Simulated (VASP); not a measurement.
Set up this calculation in VASP 6.6.1, as the native input.

```yaml
Task: relaxation of cell and atoms
Functional: PBE
Potentials_or_basis: VASP PAW PBE potentials, release 64 (Al)
Cutoff: 520 eV
k_mesh: 18 × 18 × 18
Occupations: gaussian, width 0.1 eV
Spin: no spin polarisation
Further_INCAR_settings: ALGO = Normal; EDIFF = 1e-07; IBRION = 2; POTIM = 0.3; EDIFFG = -0.005; NSW = 60; ISIF = 3
```

The structure of Al lies in POSCAR:

```
Al                                      
1.0
    0.0000000000      2.0197468574      2.0197468574
    2.0197468574     -0.0000000000      2.0197468574
    2.0197468574      2.0197468574      0.0000000000
  Al            
     1
Direct
     1.0000000000000000    0.0000000000000000    0.0000000000000000
```

The input as run:

INCAR

```
PREC = Accurate
ENCUT = 520
EDIFF = 1E-7
ISMEAR = 0
SIGMA = 0.1
LREAL = F
LASPH = T
NELM = 120
ALGO = Normal
ISIF = 3
LWAVE = F
LCHARG = F
GGA = PE
IBRION = 2
NSW = 60
EDIFFG = -0.005
POTIM = 0.3
```

KPOINTS

```
regular mesh
0
Gamma
  18 18 18
```

Potentials or basis: VASP PAW PBE potentials, release 64 (Al).

Launch:

```sh
$ cat potpaw_PBE.64/Al/POTCAR > POTCAR
$ mpirun -np 1 vasp_std > vasp.out
```

Results of the run:

* Relaxed volume: 16.49 Å³/atom
* Relaxed cell: a = 2.857 Å, b = 2.857 Å, c = 2.857 Å, α = 60.00°, β = 60.00°, γ = 60.00°
* Space group after relaxing (to 0.05 Å): Fm-3m (No. 225)
* Energy gained by relaxing: 0.0 meV/atom
* Ionic steps: 2
* Pressure after relaxing: 0.0 GPa
* Band gap on the k mesh: none (metal or under the smearing width)

Run time: 7.7 s on 1 thread of Intel(R) Xeon(R) Platinum 8488C (Sapphire Rapids), with other jobs on the host, peak memory 0.14 GiB.
